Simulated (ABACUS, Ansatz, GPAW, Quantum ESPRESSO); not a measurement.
The equilibrium volume of MgS, sorted by core time

**What was measured.** The equilibrium volume of MgS (Niningerite) (Fm-3m) is reported as 17.6 Å³/atom at 294.15 K (a printed reference work). The runs below try to reproduce it.

It takes space group Fm-3m (No. 225, cubic). Conventional cell: a = 5.203 Å, b = 5.203 Å, c = 5.203 Å, α = 90.00°, β = 90.00°, γ = 90.00°. S (site symmetry m-3m) has 6 Mg at 2.60 Å as nearest neighbours. Mg (site symmetry m-3m) has 6 S at 2.60 Å as nearest neighbours.

| rung | level | program and potentials | cutoff (eV) | k mesh | smearing | core time | chip | equilibrium volume (Å³/atom) | miss | notes |
| --- | --- | --- | --- | --- | --- | --- | --- | --- | --- | --- |
| GGA | PBE | Ansatz, Ansatz PAW (earlier soft set) | 420 | 9 × 9 × 9 | fermi-dirac 0.05 | 5.3 s | Intel Xeon | 17.88 | +1.6 % | - |
| GGA | PBE | ABACUS, PseudoDojo NC SR 0.4.1 PBE standard, plane waves | 1143 | 9 × 9 × 9 | fermi-dirac 0.05 | 1.9 min | Intel Xeon Gold 6455B Sapphire Rapids | 17.90 | +1.7 % | - |
| GGA | SOGGA | GPAW, PAW data sets generated for this functional | 800 | 7 × 7 × 7 | fermi-dirac 0.05 | 2.4 min | Intel Xeon Platinum 8259CL Skylake/Cascade Lake | 17.37 | -1.3 % | - |
| GGA | PBEsol | Quantum ESPRESSO, PseudoDojo 0.4.1 SR PBEsol standard | 1143 | 9 × 9 × 9 | fermi-dirac 0.05 | 3.1 min | Intel Xeon Platinum 8259CL Skylake/Cascade Lake | 17.41 | -1.1 % | - |
| non-local van der Waals functional | rev-vdW-DF2 | Quantum ESPRESSO, PseudoDojo 0.4.1 SR PBE standard | 1143 | 9 × 9 × 9 | fermi-dirac 0.05 | 8.8 min | Arm Neoverse V2 | 17.70 | +0.6 % | potentials made for PBE |

Times are single runs on shared hosts and different chips, so they are rough; meshes, cutoffs and the tasks' sizes weigh on the time. Task: equation of state. All rows: no spin polarisation. Smearing widths are in eV. Meshes differ between rows, which moves values too. Meshes are those of the run's cell of 2 atoms unless a note names another. Misses use the values as printed. Runs on faulty files, with rough fits or with known faults for this quantity aren't shown. No row holds spin-orbit coupling.

By rung: GGA 17.37 to 17.90; non-local van der Waals functional 17.70 (Å³/atom). Measured: 17.6 Å³/atom at 294.15 K (a printed reference work). Closest is rev-vdW-DF2 (+0.6 %), and PBE misses by +1.6 % to +1.7 % on plain settings. The runs are for a static lattice, while measurements hold temperature and zero-point motion.
